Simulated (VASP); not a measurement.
# Rb: drag along a line

Rb, slab, 13 atoms in the cell. PBE, constrained relaxations along a path; PAW potentials Rb_sv (PBE set).

Path: drag along a line, Rb hops from a hollow site to the next hollow site of Rb(100).

## Input

INCAR:
```
PREC = Normal ; ENCUT = 250
EDIFF = 1E-6 ; ISMEAR = 1
SIGMA = 0.1 ; LREAL = False
LASPH = True ; NELM = 100
ALGO = Normal ; LWAVE = False
LCHARG = False ; IBRION = 2
NSW = 60 ; ISIF = 2
EDIFFG = -0.03 ; POTIM = 0.5
KPAR = 2
```

KPOINTS:
```
k-points
0
Gamma
  2 2 1
```

POSCAR.step1:
```
Rb
1.0
   11.2100000000      0.0000000000      0.0000000000
    0.0000000000     11.2100000000      0.0000000000
    0.0000000000      0.0000000000     20.7750000000
Rb
13
Selective dynamics
Direct
    0.0000000000      0.0000000000      0.2888086643  F F F
    0.5000000000      0.0000000000      0.2888086643  F F F
    0.0000000000      0.5000000000      0.2888086643  F F F
    0.5000000000      0.5000000000      0.2888086643  F F F
    0.2500000000      0.2500000000      0.4237063779  T T T
    0.7500000000      0.2500000000      0.4237063779  T T T
    0.2500000000      0.7500000000      0.4237063779  T T T
    0.7500000000      0.7500000000      0.4237063779  T T T
    0.0000000000      0.0000000000      0.5586040915  T T T
    0.5000000000      0.0000000000      0.5586040915  T T T
    0.0000000000      0.5000000000      0.5586040915  T T T
    0.5000000000      0.5000000000      0.5586040915  T T T
    0.2500000000      0.2500000000      0.6403670930  F T T
```

POSCAR.step2:
```
Rb
1.0
   11.2100000000      0.0000000000      0.0000000000
    0.0000000000     11.2100000000      0.0000000000
    0.0000000000      0.0000000000     20.7750000000
Rb
13
Selective dynamics
Direct
    0.0000000000      0.0000000000      0.2888086643  F F F
    0.5000000000      0.0000000000      0.2888086643  F F F
    0.0000000000      0.5000000000      0.2888086643  F F F
    0.5000000000      0.5000000000      0.2888086643  F F F
    0.2500000000      0.2500000000      0.4237063779  T T T
    0.7500000000      0.2500000000      0.4237063779  T T T
    0.2500000000      0.7500000000      0.4237063779  T T T
    0.7500000000      0.7500000000      0.4237063779  T T T
    0.0000000000      0.0000000000      0.5586040915  T T T
    0.5000000000      0.0000000000      0.5586040915  T T T
    0.0000000000      0.5000000000      0.5586040915  T T T
    0.5000000000      0.5000000000      0.5586040915  T T T
    0.1500000000      0.2500000000      0.6403670930  F T T
```

POSCAR.step3:
```
Rb
1.0
   11.2100000000      0.0000000000      0.0000000000
    0.0000000000     11.2100000000      0.0000000000
    0.0000000000      0.0000000000     20.7750000000
Rb
13
Selective dynamics
Direct
    0.0000000000      0.0000000000      0.2888086643  F F F
    0.5000000000      0.0000000000      0.2888086643  F F F
    0.0000000000      0.5000000000      0.2888086643  F F F
    0.5000000000      0.5000000000      0.2888086643  F F F
    0.2500000000      0.2500000000      0.4237063779  T T T
    0.7500000000      0.2500000000      0.4237063779  T T T
    0.2500000000      0.7500000000      0.4237063779  T T T
    0.7500000000      0.7500000000      0.4237063779  T T T
    0.0000000000      0.0000000000      0.5586040915  T T T
    0.5000000000      0.0000000000      0.5586040915  T T T
    0.0000000000      0.5000000000      0.5586040915  T T T
    0.5000000000      0.5000000000      0.5586040915  T T T
    0.0750000000      0.2500000000      0.6403670930  F T T
```

POSCAR.step4:
```
Rb
1.0
   11.2100000000      0.0000000000      0.0000000000
    0.0000000000     11.2100000000      0.0000000000
    0.0000000000      0.0000000000     20.7750000000
Rb
13
Selective dynamics
Direct
    0.0000000000      0.0000000000      0.2888086643  F F F
    0.5000000000      0.0000000000      0.2888086643  F F F
    0.0000000000      0.5000000000      0.2888086643  F F F
    0.5000000000      0.5000000000      0.2888086643  F F F
    0.2500000000      0.2500000000      0.4237063779  T T T
    0.7500000000      0.2500000000      0.4237063779  T T T
    0.2500000000      0.7500000000      0.4237063779  T T T
    0.7500000000      0.7500000000      0.4237063779  T T T
    0.0000000000      0.0000000000      0.5586040915  T T T
    0.5000000000      0.0000000000      0.5586040915  T T T
    0.0000000000      0.5000000000      0.5586040915  T T T
    0.5000000000      0.5000000000      0.5586040915  T T T
    0.0000000000      0.2500000000      0.6403670930  F T T
```

POSCAR.step5:
```
Rb
1.0
   11.2100000000      0.0000000000      0.0000000000
    0.0000000000     11.2100000000      0.0000000000
    0.0000000000      0.0000000000     20.7750000000
Rb
13
Selective dynamics
Direct
    0.0000000000      0.0000000000      0.2888086643  F F F
    0.5000000000      0.0000000000      0.2888086643  F F F
    0.0000000000      0.5000000000      0.2888086643  F F F
    0.5000000000      0.5000000000      0.2888086643  F F F
    0.2500000000      0.2500000000      0.4237063779  T T T
    0.7500000000      0.2500000000      0.4237063779  T T T
    0.2500000000      0.7500000000      0.4237063779  T T T
    0.7500000000      0.7500000000      0.4237063779  T T T
    0.0000000000      0.0000000000      0.5586040915  T T T
    0.5000000000      0.0000000000      0.5586040915  T T T
    0.0000000000      0.5000000000      0.5586040915  T T T
    0.5000000000      0.5000000000      0.5586040915  T T T
   -0.0750000000      0.2500000000      0.6403670930  F T T
```

POSCAR.step6:
```
Rb
1.0
   11.2100000000      0.0000000000      0.0000000000
    0.0000000000     11.2100000000      0.0000000000
    0.0000000000      0.0000000000     20.7750000000
Rb
13
Selective dynamics
Direct
    0.0000000000      0.0000000000      0.2888086643  F F F
    0.5000000000      0.0000000000      0.2888086643  F F F
    0.0000000000      0.5000000000      0.2888086643  F F F
    0.5000000000      0.5000000000      0.2888086643  F F F
    0.2500000000      0.2500000000      0.4237063779  T T T
    0.7500000000      0.2500000000      0.4237063779  T T T
    0.2500000000      0.7500000000      0.4237063779  T T T
    0.7500000000      0.7500000000      0.4237063779  T T T
    0.0000000000      0.0000000000      0.5586040915  T T T
    0.5000000000      0.0000000000      0.5586040915  T T T
    0.0000000000      0.5000000000      0.5586040915  T T T
    0.5000000000      0.5000000000      0.5586040915  T T T
   -0.1500000000      0.2500000000      0.6403670930  F T T
```

POSCAR.step7:
```
Rb
1.0
   11.2100000000      0.0000000000      0.0000000000
    0.0000000000     11.2100000000      0.0000000000
    0.0000000000      0.0000000000     20.7750000000
Rb
13
Selective dynamics
Direct
    0.0000000000      0.0000000000      0.2888086643  F F F
    0.5000000000      0.0000000000      0.2888086643  F F F
    0.0000000000      0.5000000000      0.2888086643  F F F
    0.5000000000      0.5000000000      0.2888086643  F F F
    0.2500000000      0.2500000000      0.4237063779  T T T
    0.7500000000      0.2500000000      0.4237063779  T T T
    0.2500000000      0.7500000000      0.4237063779  T T T
    0.7500000000      0.7500000000      0.4237063779  T T T
    0.0000000000      0.0000000000      0.5586040915  T T T
    0.5000000000      0.0000000000      0.5586040915  T T T
    0.0000000000      0.5000000000      0.5586040915  T T T
    0.5000000000      0.5000000000      0.5586040915  T T T
   -0.2500000000      0.2500000000      0.6403670930  F T T
```

Commands (each step's output is kept before the next begins):
```
cat potpaw_PBE.64/Rb_sv/POTCAR > POTCAR
cp POSCAR.step1 POSCAR
mpirun -np 8 vasp_std > vasp.out
cp POSCAR.step2 POSCAR
mpirun -np 8 vasp_std > vasp.out
cp POSCAR.step3 POSCAR
mpirun -np 8 vasp_std > vasp.out
cp POSCAR.step4 POSCAR
mpirun -np 8 vasp_std > vasp.out
cp POSCAR.step5 POSCAR
mpirun -np 8 vasp_std > vasp.out
cp POSCAR.step6 POSCAR
mpirun -np 8 vasp_std > vasp.out
cp POSCAR.step7 POSCAR
mpirun -np 8 vasp_std > vasp.out
```

## Result

- Barrier (eV): 0.176
- Ionic steps, all stages: 75
- Electronic steps, all stages: 940

Energy along the pull:

| Share of the way | Energy above the start (eV) |
|---|---|
| 0 | 0.000 |
| 0.2 | 0.056 |
| 0.35 | 0.138 |
| 0.5 | 0.176 |
| 0.65 | 0.138 |
| 0.8 | 0.056 |
| 1 | 0.000 |

The slab is body-centred cubic Rb(100), in-plane cell 11.21 × 11.21 Å, with 2 × 2 k points.

Limits: the adatom repeats in each 2 x 2 surface cell, and the slab has three layers.

VASP 6.6.1 took 1987 s on 8 cores (Intel Xeon 6975P-C (Granite Rapids)), a shared host.
